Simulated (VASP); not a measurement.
Crystal: Cu3Au.

```
Cu Au
1.0
     3.74000    0.00000    0.00000
     0.00000    3.74000    0.00000
     0.00000    0.00000    3.74000
Cu Au
3 1
Cartesian
  0.0000 1.8700 1.8700
  1.8700 0.0000 1.8700
  1.8700 1.8700 0.0000
  0.0000 0.0000 0.0000
```

| Quantity | Value |
| --- | --- |
| Program | VASP 6.6.1 |
| Task | relaxation of cell and atoms |
| Functional | PBE |
| Potentials or basis | VASP PAW PBE potentials, release 64 (Cu, Au) |
| Cutoff | 600 eV |
| k mesh | 10 × 10 × 10 |
| Occupations | methfessel-paxton, width 0.1 eV |
| Spin | no spin polarisation |

At the start: pressure 5.3 GPa; volume 13.08 Å³/atom.

Task: How do energy, volume and symmetry change on relaxing?

Result: Over 3 steps the energy falls by 7.0 meV/atom and the volume is 13.53 Å³/atom (+3.5 %); space group Pm-3m (No. 221, to 0.05 Å).

Step by step:
```
step  energy change (eV)  largest force (eV/Å)  pressure (GPa)  volume (Å³)
   1              0.0000                0.0000            5.25        52.31
   2             -0.0116                0.0000           -3.53        55.63
   3             -0.0282                0.0000            0.05        54.13
```

Final structure:
```
Cu Au
1.0
     3.78287    0.00000    0.00000
     0.00000    3.78287    0.00000
     0.00000    0.00000    3.78287
Cu Au
3 1
Direct
  0.00000 0.50000 0.50000
  0.50000 0.00000 0.50000
  0.50000 0.50000 0.00000
  0.00000 0.00000 0.00000
```
